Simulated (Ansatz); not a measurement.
# InAs (F-43m) in Ansatz: a series of runs

One crystal, InAs, is run at these levels: RPBE+D4, revPBE+D3(BJ), revPBE+D4, HF, PBE; tasks: relaxation of cell and atoms, single point.

All numbers are computed with Ansatz 0.2.0; they aren't measurements. Logs are shortened: lines on timing, memory, paths and dates and some standing lists are left out, and cuts for length are marked.

**What was measured.**

From a printed reference work, data compilation, for a bulk crystal of InAs at 4.2 K: band gap 0.418 eV (direct).

How close the calculation comes is told below.

## (1) The crystal as given

It takes space group F-43m (No. 216, cubic). The conventional cell has a = 6.036 Å, b = 6.036 Å, c = 6.036 Å, α = 90.00°, β = 90.00°, γ = 90.00°. Around In (site symmetry -43m) lie 4 As at 2.61 Å. Around As (site symmetry -43m) lie 4 In at 2.61 Å.

## (2) Relaxation of cell and atoms, RPBE+D4

input.yaml

```yaml
crystal:
  lattice:
    - [0.0, 3.018, 3.018]
    - [3.018, 0.0, 3.018]
    - [3.018, 3.018, 0.0]
  atoms:
    - { symbol: In, position: [0.0, 0.0, 0.0] }
    - { symbol: As, position: [0.75, 0.75, 0.75] }
hamiltonian:
  xc: rpbe
  pseudopotentials: { kind: paw }
  dispersion: d4
kpoints:
  mp_grid: { grid: [8, 8, 8] }
scf:
  occupations: { method: fermi_dirac, width: 0.05 }
output:
  forces: true
  stress: true
relax:
  f_tol: 0.01
  max_steps: 40
  cell: { stress_tol: 0.05 }
```

Potentials or basis: Ansatz PAW.

Started as:

```bash
> ansatz run input.yaml --threads 2 --pin off --max-ram 5632MiB --backend cpu --events-out ev --progress --plain --runs-dir out
```

The log of the run:

```text
Warning: RAYON_NUM_THREADS=2 ignored (pool sized by the plan → 2); use --threads N
Engine: ansatz 0.2.0, x86_64-unknown-linux-gnu
Pseudopotentials: kind: paw
Pseudopotential: In, paw, valence charge 13, recommended cutoff 420 eV (normal), In.paw.azcp
Pseudopotential: As, paw, valence charge 15, recommended cutoff 420 eV (normal), As.paw.azcp
Functional definition: RPBE
  parameter kappa = 0.804
  parameter beta = 0.06672455060314922
  exchange = rpbe_x(kappa = kappa, mu = beta*pi^2/3)
  correlation = pbe_c(beta = beta)
Crystal: 2 atoms, lattice volume = 54.978 Å³
Basis set: ecut = 420 eV, 1067 PW (Γ), exchange–correlation on 60×60×60 points (8 copies of the dense FFT grid, shifted against one another)
Bands: 18, of which v1, the nominal top of the filled ones, is band 14 counted from 1 (13 counted from 0)
Symmetry: 24 space group operations
Space group: F-43m (ITA 216), of the structure as read, at distance tolerance 3.8e-5 Å
k-points: 29 of 512 (time reversal used)
Non-local potential: In, projectors of the file, l = 0: 2, l = 1: 2, l = 2: 2, l = 3: 2
Non-local potential: As, projectors of the file, l = 0: 2, l = 1: 2, l = 2: 3, l = 3: 1
PAW form: soft (Blöchl's): semilocal exchange-correlation on the pseudo side does not see the compensation charge
PAW frozen core: In, regenerated for the run's functional, and the local potential with it (the file was generated under x = pbe(κ = 0.804, μ = 0.2195149727645171), c = pbe(β = 0.06672455060314922))
PAW frozen core: As, regenerated for the run's functional, and the local potential with it (the file was generated under x = pbe(κ = 0.804, μ = 0.2195149727645171), c = pbe(β = 0.06672455060314922))
PAW one-centre angular grid: In, 590 points (default); XC on 64 Gauss nodes
PAW one-centre angular grid: As, 590 points (default); XC on 64 Gauss nodes
Initial density: superposition of atomic densities (neutral atoms: chi_scale 0, normalization atom), corrected by the library's trained network
Initial wavefunctions: pseudopotential atomic-orbital guess
Functional: x = rpbe, c = pbe(β = 0.06672455060314922)
SCF iter   1: F=—  HF=-10469.917678 eV  |F-HF|=—  |Δ(HF+E_count)|=         —  Δρ=3.20e-3  dr2=5.71e-3  ethr=1.77e-3  ⟨swp⟩=6.1  Hψ=2554  notcnv=0
preconditioner: auto → none  [insulator: Δε(μ)=1.045 eV  Ē_g=14.879 eV  σ=0.050 eV  W_gap=0.74  n_scr=14 (ndim 8)  ℏωp=21.2 eV  f_vac=0.106  D(μ)=0.06/eV (n_scr^D=0)  ε∞_Penn≈3.0]
SCF iter   2: F=—  HF=-10469.914902 eV  |F-HF|=—  |Δ(HF+E_count)|=   2.78e-3  Δρ=8.50e-4  dr2=5.44e-4  ethr=2.04e-5  ⟨swp⟩=2.0  Hψ=1129  notcnv=0
SCF iter   3: F=—  HF=-10469.914758 eV  |F-HF|=—  |Δ(HF+E_count)|=   1.43e-4  Δρ=3.52e-4  dr2=5.82e-5  ethr=1.94e-6  ⟨swp⟩=2.0  Hψ=784  notcnv=0
SCF iter   4: F=—  HF=-10469.914786 eV  |F-HF|=—  |Δ(HF+E_count)|=   2.74e-5  Δρ=8.35e-5  dr2=2.86e-6  ethr=2.08e-7  ⟨swp⟩=3.0  Hψ=926  notcnv=0
SCF iter   5: F=—  HF=-10469.914786 eV  |F-HF|=—  |Δ(HF+E_count)|=   3.71e-7  Δρ=2.58e-5  dr2=2.36e-7  ethr=1.02e-8  ⟨swp⟩=2.0  Hψ=929  notcnv=0
SCF iter   6: F=-10469.914787 eV  HF=-10469.914787 eV  |F-HF|=2.86e-8  |Δ(HF+E_count)|=   4.47e-7  Δρ=5.38e-6  dr2=7.58e-9  ethr=3.57e-10  ⟨swp⟩=5.0  Hψ=1763  notcnv=0
SCF 1 converged in 6 iterations: F = -10469.914787 eV  dr2 = 7.58e-9
[... 24 lines left out ...]
iter 1 solved again at ethr=3.36e-7 eV; its pass at ethr=3.10e-3 eV (dr2=9.40e-5 eV) is discarded
SCF iter   1: F=—  HF=-10469.925535 eV  |F-HF|=—  |Δ(HF+E_count)|=         —  Δρ=5.79e-5  dr2=3.65e-7  ethr=3.36e-7  ⟨swp⟩=2.4  Hψ=3773  notcnv=0
preconditioner: auto → none  [insulator: Δε(μ)=1.000 eV  Ē_g=14.691 eV  σ=0.050 eV  W_gap=0.73  n_scr=14 (ndim 8)  ℏωp=20.9 eV  f_vac=0.110  D(μ)=0.06/eV (n_scr^D=0)  ε∞_Penn≈3.0]
SCF iter   2: F=—  HF=-10469.925538 eV  |F-HF|=—  |Δ(HF+E_count)|=   2.73e-6  Δρ=2.60e-5  dr2=8.34e-8  ethr=1.30e-9  ⟨swp⟩=2.0  Hψ=915  notcnv=0
SCF iter   3: F=—  HF=-10469.925540 eV  |F-HF|=—  |Δ(HF+E_count)|=   1.63e-6  Δρ=7.43e-6  dr2=6.29e-9  ethr=2.98e-10  ⟨swp⟩=2.9  Hψ=772  notcnv=0
SCF iter   4: F=—  HF=-10469.925540 eV  |F-HF|=—  |Δ(HF+E_count)|=   1.31e-7  Δρ=1.07e-6  dr2=3.32e-10  ethr=2.25e-11  ⟨swp⟩=2.0  Hψ=925  notcnv=0
SCF iter   5: F=—  HF=-10469.925540 eV  |F-HF|=—  |Δ(HF+E_count)|=   1.29e-9  Δρ=2.62e-7  dr2=8.07e-11  ethr=1.18e-12  ⟨swp⟩=2.1  Hψ=787  notcnv=0
SCF iter   6: F=-10469.925540 eV  HF=-10469.925540 eV  |F-HF|=2.36e-11  |Δ(HF+E_count)|=  6.73e-11  Δρ=1.04e-7  dr2=6.71e-12  ethr=1.00e-12  ⟨swp⟩=6.0  Hψ=2210  notcnv=0
SCF 4 converged in 6 iterations: F = -10469.925540 eV  dr2 = 6.71e-12
relax step   4: F+E_penalty+E_count = -10469.92553990 eV  Δ(F+E_penalty+E_count) = -4.556e-4 eV  max|allowed force component| = 4.611e-17 eV/Å  Δτ_max = 0.0000 Å  P = -0.031 GPa  Ω = 56.869 Å³  stress off target by 3.12e-2 GPa  SCF on the basis re-selected at this cell (its energy is not comparable with the rows above)  (6 SCF iters)
basis re-selected at this cell: Δ(F+E_penalty+E_count) = -4.556e-4 eV, ΔP = -0.002 GPa vs the last step (what re-selecting the basis moved, of the pressure what is left beyond the Pulay correction that the steps carried, after the strain that the cell walked since its last selection, with what the two solves' SCF thresholds leave and, on support functions, any second-order correction that the steps lacked; it is no measure of the basis error at this ecutwfc). This SCF's stress stands 3.12e-2 GPa from its target on what of the cell is left free (relax.cell.stress_tol is 5.00e-2 GPa) and its largest allowed force component is 4.61e-17 eV/Å (relax.f_tol is 1.00e-2 eV/Å): within both
SCF converged after 6 iterations
Free energy (F): -10469.925540 eV
Harris-Foulkes:  -10469.925540 eV  (|F-HF|=2.36e-11)
Internal energy: -10469.924969 eV  (E = F + TS)
E sigma→0 (E₀):  -10469.925254 eV
Entropy (-TS):   -0.000571 eV (-0.286 meV/atom)
Fermi energy:    7.637874 eV
--- Per-component energies (eV) ---
  E_band       = -317.007926
  E_kinetic    = 346.209649
  E_local      = -3312.097587  (includes V_loc(G=0)·N_el)
  E_nonlocal   = -304.990188
  E_hartree    = 1601.071369
  E_xc         = -294.836829
  E_vxc        = -177.744311  (∫ρ·V_xc dr)
  E_paw        = -6004.477128  (= ΣΔE_a)
  E_vpaw       = -70.528226  (= ΣTr[D̂ρ^β])
  E_aug_tail   = 0.000033  (compensation charges beyond the density's cutoff)
  E_ewald      = -2499.458707
  E_disp       = -1.178781  (pairwise vdW)
  E_core_change = -0.166799  (= ΣΔE_core)
  E_smearing   = -0.000571  (= −TS)
  E_closure    = 0.000000  (closes the sum)
  Σ components = -10469.925540   (vs F -10469.925540, Δ=0.00e0)
--- Forces (eV/Å), atoms counted from 1 ---
  atom   1  In    -0.00000000    -0.00000000     0.00000000
  atom   2  As     0.00000000     0.00000000    -0.00000000
  max |Σ_I F_I| component: 8.36e-17 eV/Å
--- Stress (GPa, compression-positive) ---
       -0.031192       0.000000       0.000000
        0.000000      -0.031192       0.000000
        0.000000       0.000000      -0.031192
  P = ⅓ Tr σ = -0.0312 GPa (-0.312 kbar)
--- Relaxed structure (3 steps of the walk, 3 accepted, 1 SCFs on fresh bases) ---
  F+E_penalty+E_count = -10469.92553990 eV   max|allowed force component| = 4.611e-17 eV/Å   (the final SCF, on the basis selected at the relaxed cell)
  cell:  # Å, volume = 56.8693 Å³
    - [3.869298137480087e-34, 3.052220315316787, 3.052220315316787]
    - [3.052220315316787, 1.1494840845460395e-32, 3.052220315316787]
    - [3.052220315316787, 3.052220315316787, 7.592104329014429e-33]
  atoms:
    - { symbol: In, position: [1.5953694038993006e-34, -3.031201867408671e-34, -4.413855350788066e-34] }
    - { symbol: As, position: [0.7499999999999999, 0.7499999999999999, 0.7499999999999999] }
```

Run time: 9.3 s. Hardware: 2 threads of Intel Xeon at 2.70GHz, shared host; peak memory 0.4 GiB.

What came out:

- Free energy: -10469.9255 eV
- Relaxed volume: 28.43 Å³/atom
- Relaxed cell: a = 4.316 Å, b = 4.316 Å, c = 4.316 Å, α = 60.00°, β = 60.00°, γ = 60.00°
- Space group after relaxing (to 0.05 Å): F-43m (No. 216)
- Energy gained by relaxing: 5.4 meV/atom
- Ionic steps: 4
- Pressure after relaxing: 0.0 GPa

The path:
| step | energy change (eV) | largest force (eV/Å) | volume (Å³) |
| --- | --- | --- | --- |
| 1 | 0.0000 | 0.0000 | 54.98 |
| 2 | -0.0093 | 0.0000 | 57.38 |
| 3 | -0.0103 | 0.0000 | 56.87 |
| 4 | -0.0108 | 0.0000 | 56.87 |

Final structure:
```
CELL_PARAMETERS angstrom
0.00000 3.05222 3.05222
3.05222 0.00000 3.05222
3.05222 3.05222 0.00000
ATOMIC_POSITIONS crystal
In 0.00000 0.00000 0.00000
As 0.75000 0.75000 0.75000
```

Caveat: the plane-wave basis is chosen anew once the cell has moved, so the energies of steps on either side of that aren't comparable; the PAW data sets come from PBE, with cores solved anew for the run's functional, which leaves a small shift of forces and pressure. Zero-point motion and thermal expansion aren't in these numbers.

## (3) Relaxation of cell and atoms, revPBE+D3(BJ)

input.yaml, as its differences from that of step 2:

```diff
@@ -9,5 +9,5 @@
 hamiltonian:
-  xc: rpbe
+  xc: revpbe
   pseudopotentials: { kind: paw }
-  dispersion: d4
+  dispersion: d3bj
 kpoints:
```

Potentials or basis: Ansatz PAW.

Started as:

```bash
> ansatz run input.yaml --threads 2 --pin off --max-ram 5632MiB --backend cpu --events-out ev --progress --plain --runs-dir out
```

Wall time 8.3 s (2 threads of Intel Xeon at 2.70GHz, shared host); peak memory 0.4 GiB.

The run converged. Its results:

| Property | Result |
| --- | --- |
| Free energy | -10465.8058 eV |
| Relaxed volume | 28.23 Å³/atom |
| Relaxed cell | a = 4.306 Å, b = 4.306 Å, c = 4.306 Å, α = 60.00°, β = 60.00°, γ = 60.00° |
| Space group after relaxing (to 0.05 Å) | F-43m (No. 216) |
| Energy gained by relaxing | 3.4 meV/atom |
| Ionic steps | 4 |
| Pressure after relaxing | 0.0 GPa |

Step by step:
| step | energy change (eV) | largest force (eV/Å) | volume (Å³) |
| --- | --- | --- | --- |
| 1 | 0.0000 | 0.0000 | 54.98 |
| 2 | -0.0057 | 0.0000 | 56.90 |
| 3 | -0.0064 | 0.0000 | 56.45 |
| 4 | -0.0068 | 0.0000 | 56.45 |

Final structure:
```
In As
1.0
     0.00000    3.04479    3.04479
     3.04479    0.00000    3.04479
     3.04479    3.04479    0.00000
In As
1 1
Direct
  0.00000 0.00000 0.00000
  0.75000 0.75000 0.75000
```

Caveat: the plane-wave basis is chosen anew once the cell has moved, so the energies of steps on either side of that aren't comparable; the PAW data sets come from PBE, with cores solved anew for the run's functional, which leaves a small shift of forces and pressure. Zero-point motion and thermal expansion aren't in these numbers.

[end of part 1 of 2]
